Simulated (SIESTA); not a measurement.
Ni under changes of volume

One of the cells (10.492 Å³/atom); the others are scaled copies at fixed shape and fractional positions:

```
Ni
1.0
     0.00000    1.73757    1.73757
     1.73757    0.00000    1.73757
     1.73757    1.73757    0.00000
Ni
1
Direct
  0.00000 0.00000 0.00000
```

```yaml
Program: SIESTA 5.4.2
Functional: LDA
Potentials_or_basis: PseudoDojo 0.4 standard (LDA files)
Basis: DZP (energy shift 0.003 Ry; two zetas on semicore shells)
Grid_cutoff: 800 Ry
Energy_shift: 0.003 Ry
k_mesh: 13 × 13 × 13
Occupations: fermi-dirac, width 0.05 eV
Spin: collinear spin, ferromagnetic start
Starting_moments: "[1.0] μB"
```

```csv
volume (Å³/atom),energy over the lowest point (meV/atom),pressure (GPa)
9.862,?,?
10.072,0.00,-1.1
10.282,4.80,-6.0
10.492,16.09,-10.6
10.702,32.94,-14.6
10.912,54.59,-18.1
11.122,80.68,-21.3
```

Question: What does the run at 9.862 Å³/atom give?

Answer: Energy over the lowest point 2.10 meV/atom; pressure 4.9 GPa.

Worked out: A Birch-Murnaghan fit of order 3 (a polynomial in V^(-2/3)) to the other rows has its minimum at 10.03 Å³/atom, just outside them, with B0 = V·E''(V) = 272 GPa and B' = 5.3. It gives 2.43 meV/atom at 9.862 Å³/atom, against the run's 2.10, and -dE/dV = 4.9 GPa, against 4.9.

Energies are extrapolated to zero smearing.

Caveats: short orbitals over semicore shells can move pressures by several GPa; the basis of atomic orbitals isn't converged, which shifts pressures, moduli and gaps.
